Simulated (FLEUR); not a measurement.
**free Co(001) film, 6 layers: anisotropy by force theorems**

Aim: the anisotropy of free Co(001) film, 6 layers from single passes in the potential of one collinear state.

Calculated with FLEUR MaX-R8.1; PBE; all-electron FLAPW film, Dirac cores, scalar-relativistic bands.

Most raw output is cut from this account.

### 1. The starting structure

The cell holds 6 atoms: 6 Co. Cell: a = 2.507 Å, b = 2.507 Å, c = 22.863 Å, α = 90.0°, β = 90.0°, γ = 90.0°. Layers at typed spacings, unrelaxed. Vacuum lies along c.

As a file:

```xyz
6
Lattice="2.5067 0.0000 0.0000 0.0000 2.5067 0.0000 0.0000 0.0000 22.8625" Properties=species:S:1:pos:R:3
Co    0.0000    0.0000    7.0000
Co    1.2533    1.2533    8.7725
Co    0.0000    0.0000   10.5450
Co    1.2533    1.2533   12.3175
Co    0.0000    0.0000   14.0900
Co    1.2533    1.2533   15.8625
```

### 2. The magnetic state

The force theorems are single passes in this state's potential, so it has to be converged first.

No symmetry is used, so that later steps may turn the spins freely; k and −k are joined. FLEUR takes the sheet as a true film: the images along c are dropped, heights are typed in bohr, and the vacuum on both sides is semi-infinite. inpgen writes inp.xml from crystal.txt; cutoffs, mixing, functional, smearing and local orbitals are then set in the file. The k list scf (kpts.xml, not shown) is a Γ-centred 12×12×1 mesh; where the ranks do not divide the number of points, some are split in two of half the weight.

inp.xml

```
<?xml version="1.0" encoding="UTF-8" standalone="no"?>
<fleurInput fleurInputVersion="0.39">
   <comment>
      Co
   </comment>
   <calculationSetup>
      <cutoffs Kmax="3.64" Gmax="10.9" GmaxXC="10.9" numbands="0"/>
      <scfLoop itmax="150" minDistance="0.00002" maxIterBroyd="15" imix="Anderson" alpha="0.03" precondParam="0.0" spinf="2.0" sdNocoIR="T"/>
      <coreElectrons ctail="F" frcor="F" kcrel="0" coretail_lmax="0"/>
      <xcFunctional name="pbe" relativisticCorrections="F"/>
      <magnetism jspins="2" l_noco="F" l_ss="F">
         <qss>0.0 0.0 0.0</qss>
         <mtNocoParams l_mperp="F" l_mtNocoPot="F" l_relaxSQA="F" mag_mixing_scheme="0" mix_RelaxWeightOffD="1.0" l_constrained="F" mix_constr="1.0"/>
         <sourceFreeMag l_sourceFree="F" l_scaleMag="F" mag_scale="1.0"/>
      </magnetism>
      <soc l_soc="F" theta="0.0" phi="0.0" spav="F"/>
      <expertModes spex="0" secvar="F"/>
      <geometryOptimization l_f="F" forcealpha="1.0" forcemix="BFGS" epsdisp="0.00001" epsforce="0.00001"/>
      <ldaU l_linMix="F" mixParam="0.05" spinf="1.0"/>
   </calculationSetup>
   <cell>
      <bzIntegration valenceElectrons="102.0" mode="hist" fermiSmearingEnergy="0.00183747">
         <kPointListSelection listName="scf"/>
         <xi:include xmlns:xi="http://www.w3.org/2001/XInclude" href="kpts.xml"> </xi:include>
      </bzIntegration>
      <xi:include xmlns:xi="http://www.w3.org/2001/XInclude" href="sym.xml"> </xi:include>
      <filmLattice scale="1.0" dVac="22.05" dTilda="24.55">
         <bravaisMatrixFilm>
            <row-1>    4.7369764765348199     0.0000000000000000</row-1>
            <row-2>    0.0000000000000000     4.7369764765348199</row-2>
         </bravaisMatrixFilm>
         <vacuumEnergyParameters vacuum="1" spinUp="-.25" spinDown="-.25"/>
         <vacuumEnergyParameters vacuum="2" spinUp="-.25" spinDown="-.25"/>
      </filmLattice>
   </cell>
   <atomSpecies>
      <species name="Cobalt (Co2.000" element="Co" atomicNumber="27">
         <mtSphere radius="2.25" gridPoints="745" logIncrement="0.016"/>
         <atomicCutoffs lmax="8" lnonsphr="6"/>
         <electronConfig flipSpins="F">
            <coreConfig>(1s1/2) (2s1/2) (2p1/2) (2p3/2)</coreConfig>
            <valenceConfig>(3s1/2) (3p1/2) (3p3/2) (4s1/2) (3d3/2) (3d5/2)</valenceConfig>
            <stateOccupation state="(3d3/2)" spinUp="1.5" spinDown="1.3"/>
            <stateOccupation state="(3d5/2)" spinUp="3.0" spinDown="1.2"/>
         </electronConfig>
         <energyParameters s="4" p="4" d="3" f="4"/>
         <lo type="SCLO" l="0" n="3" eDeriv="0"/>
         <lo type="SCLO" l="1" n="3" eDeriv="0"/>
      </species>
   </atomSpecies>
   <atomGroups>
      <atomGroup species="Cobalt (Co2.000">
         <filmPos label="                   1">.0000000000 .0000000000 -8.3738592360</filmPos>
         <force calculate="T" relaxXYZ="TTT"/>
         <nocoParams  alpha="0.0" beta="0.0"/>
      </atomGroup>
      <atomGroup species="Cobalt (Co2.000">
         <filmPos label="                   2">1.000/2.000 1.000/2.000 -5.0243069008</filmPos>
         <force calculate="T" relaxXYZ="TTT"/>
         <nocoParams  alpha="0.0" beta="0.0"/>
      </atomGroup>
      <atomGroup species="Cobalt (Co2.000">
         <filmPos label="                   3">.0000000000 .0000000000 -1.6747545657</filmPos>
         <force calculate="T" relaxXYZ="TTT"/>
         <nocoParams  alpha="0.0" beta="0.0"/>
      </atomGroup>
      <atomGroup species="Cobalt (Co2.000">
         <filmPos label="                   4">1.000/2.000 1.000/2.000 1.6747545657</filmPos>
         <force calculate="T" relaxXYZ="TTT"/>
         <nocoParams  alpha="0.0" beta="0.0"/>
      </atomGroup>
      <atomGroup species="Cobalt (Co2.000">
         <filmPos label="                   5">.0000000000 .0000000000 5.0243069008</filmPos>
         <force calculate="T" relaxXYZ="TTT"/>
         <nocoParams  alpha="0.0" beta="0.0"/>
      </atomGroup>
      <atomGroup species="Cobalt (Co2.000">
         <filmPos label="                   6">1.000/2.000 1.000/2.000 8.3738592360</filmPos>
         <force calculate="T" relaxXYZ="TTT"/>
         <nocoParams  alpha="0.0" beta="0.0"/>
      </atomGroup>
   </atomGroups>
   <output dos="F" band="F" slice="F">
      <bandDOS minEnergy="-.5*Htr" maxEnergy="0.5*Htr" sigma="0.015" storeEVData="T"/>
      <plotting iplot="0" polar="F">
         <plot TwoD="T" vec1="  1.0  0.0  0.0" vec2="  0.0  1.0  0.0" vec3="  0.0  0.0  1.0" zero="  0.0  0.0 -0.5" file="plot"/>
      </plotting>
      <moessbauerParams electricFieldGradient="F" isomerShift="F" coreHyperfine="F" valenceHyperfine="F"/>
   </output>
</fleurInput>
```

crystal.txt

```
Co
&input film=T cartesian=F /
2.50670000000  0.00000000000  0.00000000000
0.00000000000  2.50670000000  0.00000000000
0.00000000000  0.00000000000  1.00000000000
1.8897261246
1.0 1.0 1.0

6
27 0.00000000000  0.00000000000  -8.37385923600 : 2.000
27 0.50000000000  0.50000000000  -5.02430690083 : 2.000
27 0.00000000000  0.00000000000  -1.67475456565 : 2.000
27 0.50000000000  0.50000000000  1.67475456565 : 2.000
27 0.00000000000  0.00000000000  5.02430690083 : 2.000
27 0.50000000000  0.50000000000  8.37385923600 : 2.000

&kpt div1=12 div2=12 div3=1 gamma=T /
```

The run is started by

```console
$ OMP_NUM_THREADS=1 inpgen -f crystal.txt -nosym -noco > inpgen.log  # inp.xml is then edited as shown
$ OMP_NUM_THREADS=1 mpirun -n 4 fleur_MPI > fleur.log
```

Run time: 10 min. Hardware: 4 MPI ranks of Arm Neoverse V2, shared host; peak memory 1.2 GiB; 42 min of CPU time.

Spin moment in the muffin-tin sphere by atom:

```csv
atom,spin moment in the muffin-tin sphere (μB)
Co1,1.92
Co2,1.75
Co3,1.75
Co4,1.75
Co5,1.75
Co6,1.92
```

Numbers from this step:

```
free energy                                                       : -227508.3619 eV
program's band gap on this mesh (in a metal only a level spacing) : 0 eV
magnetization                                                     : 10.52 μB
final state                                                       : ferromagnetic
```

After 61 cycles the largest moment stands at 1.92 μB.

### 3. Anisotropy by the force theorem, rung 1

Anisotropy is a small difference, so it is taken from sums over occupied states at a frozen potential, where most errors cancel.

One pass with spin–orbit coupling for each direction, from the saved density. Inversion lets half of the mesh serve, which the program's warning doesn't know. The k list mae (kpts.xml, not shown) is a Γ-centred 20×20×1 mesh.

Edit inp.xml of step 2 so:

```diff
@@ -6,4 +6,4 @@
    <calculationSetup>
-      <cutoffs Kmax="3.64" Gmax="10.9" GmaxXC="10.9" numbands="0"/>
-      <scfLoop itmax="150" minDistance="0.00002" maxIterBroyd="15" imix="Anderson" alpha="0.03" precondParam="0.0" spinf="2.0" sdNocoIR="T"/>
+      <cutoffs Kmax="3.64" Gmax="10.9" GmaxXC="10.9" numbands="198"/>
+      <scfLoop itmax="1" minDistance="0.00002" maxIterBroyd="15" imix="Anderson" alpha="0.03" precondParam="0.0" spinf="2.0" sdNocoIR="T"/>
       <coreElectrons ctail="F" frcor="F" kcrel="0" coretail_lmax="0"/>
@@ -15,3 +15,3 @@
       </magnetism>
-      <soc l_soc="F" theta="0.0" phi="0.0" spav="F"/>
+      <soc l_soc="T" theta="0.0" phi="0.0" spav="F"/>
       <expertModes spex="0" secvar="F"/>
@@ -22,3 +22,3 @@
       <bzIntegration valenceElectrons="102.0" mode="hist" fermiSmearingEnergy="0.00183747">
-         <kPointListSelection listName="scf"/>
+         <kPointListSelection listName="mae"/>
          <xi:include xmlns:xi="http://www.w3.org/2001/XInclude" href="kpts.xml"> </xi:include>
@@ -89,2 +89,5 @@
    </output>
+   <forceTheorem>
+      <MAE theta="0.0 1.5707963 1.5707963" phi="0.0 0.0 1.5707963"/>
+   </forceTheorem>
 </fleurInput>
```

The run is started by

```console
$ OMP_NUM_THREADS=1 mpirun -n 4 fleur_MPI -warn_only > fleur.log
```

Run time: 2.7 min. Hardware: 4 MPI ranks; peak memory 1.8 GiB.

Anisotropy energies, by row:

```csv
axis,x,y,z,band energy less the first axis' (meV a cell)
z,0,0,1,0
x,1,0,0,-0.7459
y,0,1,0,-0.7459
```

Shape anisotropy is not in these numbers.

### 4. Energy against the direction of the moments, rung 2

A second rung shows how far the first can be trusted.

The k list mae (kpts.xml, not shown) is a Γ-centred 30×30×1 mesh.

inp.xml is that of step 3.

The job ended after 6 min (4 MPI ranks; peak memory 3.3 GiB).

Anisotropy energies, by row:

```csv
axis,x,y,z,band energy less the first axis' (meV a cell)
z,0,0,1,0
x,1,0,0,-0.7418
y,0,1,0,-0.7418
```

### 5. Spin–orbit coupling, moments along z

Spin–orbit coupling ties the spins to the lattice and lets orbital moments form.

A new self-consistent run of the start ferro ++++++, with the moments along z. The k list default-1 (kpts.xml, not shown) is a Γ-centred 30×30×1 mesh.

inp.xml

```
<?xml version="1.0" encoding="UTF-8" standalone="no"?>
<fleurInput fleurInputVersion="0.39">
   <comment>
      Co
   </comment>
   <calculationSetup>
      <cutoffs Kmax="3.64" Gmax="10.9" GmaxXC="10.9" numbands="222"/>
      <scfLoop itmax="150" minDistance="0.00002" maxIterBroyd="15" imix="Anderson" alpha="0.03" precondParam="0.0" spinf="2.0" sdNocoIR="T"/>
      <coreElectrons ctail="T" frcor="F" kcrel="0" coretail_lmax="0"/>
      <xcFunctional name="pbe" relativisticCorrections="F"/>
      <magnetism jspins="2"/>
      <soc l_soc="T" theta="0.0" phi="0.0" spav="F"/>
      <expertModes spex="0" secvar="F"/>
      <geometryOptimization l_f="F" forcealpha="1.0" forcemix="BFGS" epsdisp="0.00001" epsforce="0.00001"/>
      <ldaU l_linMix="F" mixParam="0.05" spinf="1.0"/>
   </calculationSetup>
   <cell>
      <bzIntegration valenceElectrons="102.0" mode="hist" fermiSmearingEnergy="0.00183747">
         <kPointListSelection listName="default-1"/>
         <xi:include xmlns:xi="http://www.w3.org/2001/XInclude" href="kpts.xml"> </xi:include>
      </bzIntegration>
      <xi:include xmlns:xi="http://www.w3.org/2001/XInclude" href="sym.xml"> </xi:include>
      <filmLattice scale="1.0" dVac="22.05" dTilda="24.55">
         <bravaisMatrixFilm>
            <row-1>    4.7369764765348199     0.0000000000000000</row-1>
            <row-2>    0.0000000000000000     4.7369764765348199</row-2>
         </bravaisMatrixFilm>
         <vacuumEnergyParameters vacuum="1" spinUp="-.25" spinDown="-.25"/>
      </filmLattice>
   </cell>
   <atomSpecies>
      <species name="Cobalt (Co2.000" element="Co" atomicNumber="27">
         <mtSphere radius="2.25" gridPoints="745" logIncrement="0.016"/>
         <atomicCutoffs lmax="8" lnonsphr="6"/>
         <electronConfig flipSpins="F">
            <coreConfig>(1s1/2) (2s1/2) (2p1/2) (2p3/2)</coreConfig>
            <valenceConfig>(3s1/2) (3p1/2) (3p3/2) (4s1/2) (3d3/2) (3d5/2)</valenceConfig>
            <stateOccupation state="(3d3/2)" spinUp="1.5" spinDown="1.3"/>
            <stateOccupation state="(3d5/2)" spinUp="3.0" spinDown="1.2"/>
         </electronConfig>
         <energyParameters s="4" p="4" d="3" f="4"/>
         <lo type="SCLO" l="0" n="3" eDeriv="0"/>
         <lo type="SCLO" l="1" n="3" eDeriv="0"/>
      </species>
   </atomSpecies>
   <atomGroups>
      <atomGroup species="Cobalt (Co2.000">
         <filmPos label="                   1">-1.000/4.000 -1.000/4.000 -8.3738592360</filmPos>
         <filmPos label="                   6">1.000/4.000 1.000/4.000 8.3738592360</filmPos>
         <force calculate="T" relaxXYZ="TTT"/>
      </atomGroup>
      <atomGroup species="Cobalt (Co2.000">
         <filmPos label="                   2">1.000/4.000 1.000/4.000 -5.0243069008</filmPos>
         <filmPos label="                   5">-1.000/4.000 -1.000/4.000 5.0243069008</filmPos>
         <force calculate="T" relaxXYZ="TTT"/>
      </atomGroup>
      <atomGroup species="Cobalt (Co2.000">
         <filmPos label="                   3">-1.000/4.000 -1.000/4.000 -1.6747545657</filmPos>
         <filmPos label="                   4">1.000/4.000 1.000/4.000 1.6747545657</filmPos>
         <force calculate="T" relaxXYZ="TTT"/>
      </atomGroup>
   </atomGroups>
   <output dos="F" band="F" slice="F">
      <bandDOS minEnergy="-.5*Htr" maxEnergy="0.5*Htr" sigma="0.015" storeEVData="T"/>
      <plotting iplot="0" polar="F">
         <plot TwoD="T" vec1="  1.0  0.0  0.0" vec2="  0.0  1.0  0.0" vec3="  0.0  0.0  1.0" zero="  0.0  0.0 -0.5" file="plot"/>
      </plotting>
      <moessbauerParams electricFieldGradient="F" isomerShift="F" coreHyperfine="F" valenceHyperfine="F"/>
   </output>
</fleurInput>
```

Edit crystal.txt of step 2 so:

```diff
@@ -16,2 +16,3 @@
 
-&kpt div1=12 div2=12 div3=1 gamma=T /
+&soc 0.0000000 0.0000000 /
+&kpt div1=30 div2=30 div3=1 gamma=T /
```

The run is started by

```console
$ OMP_NUM_THREADS=1 inpgen -f crystal.txt > inpgen.log  # inp.xml is then edited as shown
$ OMP_NUM_THREADS=1 mpirun -n 4 fleur_MPI > fleur.log
```

Wall time 49 min (4 MPI ranks); peak memory 2 GiB; 3.3 h of CPU time.

Spin moment in the muffin-tin sphere by atom:

```csv
atom,spin moment in the muffin-tin sphere (μB)
Co1,1.91
Co2,1.73
Co3,1.72
Co4,1.72
Co5,1.73
Co6,1.91
```

This step gave:

| Item | Value |
| --- | --- |
| free energy | -227508.4854 eV |
| program's band gap on this mesh (in a metal only a level spacing) | 0 eV |
| magnetization | 10.38 μB |
| final state | ferromagnetic |
| orbital moment along the spin | 0.09623 μB |

Orbital moment in the sphere, along the spin axis by atom:

```csv
atom,"orbital moment in the sphere, along the spin axis (μB)"
Co1,0.0962
Co2,0.0732
Co3,0.0750
Co4,0.0750
Co5,0.0732
Co6,0.0962
```

### 6. Summary of results

* reference state: ferromagnetic
* largest sphere moment: 1.92 μB
* easy direction of those tried: the plane normal to z
* energy along x less z, force theorem: -0.742 meV a primitive cell
* orbital moment on the atom of largest spin, along its spin (spin–orbit run): 0.0962 μB

**Reading.** By the force theorem the moments prefer the plane normal to z, with no direction in it resolved; shape anisotropy is not in it, and in a film it favours the plane. The difference for the second direction goes from -0.75 meV (mesh 20×20×1, 198 states, 11 min of CPU time) to -0.74 meV (mesh 30×30×1, 198 states, 24 min). The orbital moment is parallel to the spin, as Hund's third rule has it for a shell over half filled. The state was typed, and no other order was converged beside it, so it need not be the ground state.

[Logs and program files are shortened in this print: banners, set-up blocks, solver, clock and traceback lines can be left out without a mark of their own.]

[Logs are printed without paths, hosts, clocks, repeated set-up lines and the standing remarks that a program may print on its own settings, such as how far it seeks lower states.]

[Hosts, paths, dates, database ids (printed as entryN), source tags and the programs' standing remarks are cut or masked in the printed files.]

[Where a cell is said to come from a database of computed structures, the database is the Materials Project.]
